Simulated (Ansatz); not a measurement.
# SrTiO3: pressure against volume

SrTiO3, Pm-3m, a = 3.891 Å. The structure is a COD entry; whether it is the stable form wasn't checked. Ansatz: PBEsol, PAW, 420 eV, Γ-centred 8×8×8 mesh on 5 atoms, Gaussian smearing 0.02 eV; no spin polarisation. Symmetry fixes shape and atoms, so the cell is only scaled; pressure is positive in compression.

```tsv
V (Å³/atom)	P (GPa)
10.369	?
10.722	21.55
11.076	13.17
11.429	6.05
11.783	0.00
12.136	-5.15
12.490	-9.54
12.961	-14.37
```

**Question.** Take V0 = 11.783 Å³/atom, fit the third-order Birch–Murnaghan form to the other rows, and predict the missing pressure.

**Answer.** With the Eulerian strain f = ½[(V0/V)^(2/3) − 1] and y = P/[3f(1 + 2f)^(5/2)], the form is the line y = B0 + 1.5 B0 (B0′ − 4) f. Rows (f, y): 0.03246, 189.1; 0.02106, 188.0; 0.01027, 186.6; -0.00974, 185.1; -0.01905, 184.0; -0.03077, 182.5. Means f = 0.0007050, y = 185.88; Σ(Δf)² = 0.003004, ΣΔfΔy = 0.3040; the slope is their ratio. y = 185.8 + 101.2 f GPa, so B0 = 185.8 GPa and B0′ = 4 + 2 × (101.2)/(3 × 185.8) = 4.36. At V = 10.369, f = 0.04448, y = 190.30 and P = 31.42 GPa. The run gave 31.42 GPa, the same to the digits shown.

Symmetry holds off the tilts and polar distortions that many cubic perovskites undergo.

The pressure climbs faster on compression than it falls on expansion, the usual mark of an anharmonic binding curve. In the cubic perovskite the Ti-O-Ti links are straight, so a smaller cell must shorten every Ti–O and Sr–O contact in proportion. The steep overlap repulsion between closed shells then outgrows the Coulomb attraction and the Ti 3d–O 2p covalency, and the lattice stiffens. With B0′ at 4.36, only a little above the value at which the third-order term vanishes, Eulerian strain absorbs most of this anharmonicity, which is why a straight line carries safely to the most compressed cell. That agreement shows the curve to be smooth and free of any abrupt electronic change up to 31.42 GPa, but it tests the equation of state rather than the functional. In real SrTiO3 pressure favours octahedral rotation, which takes up volume at less cost than bond shortening, so the compressed crystal is probably somewhat softer than this curve implies.
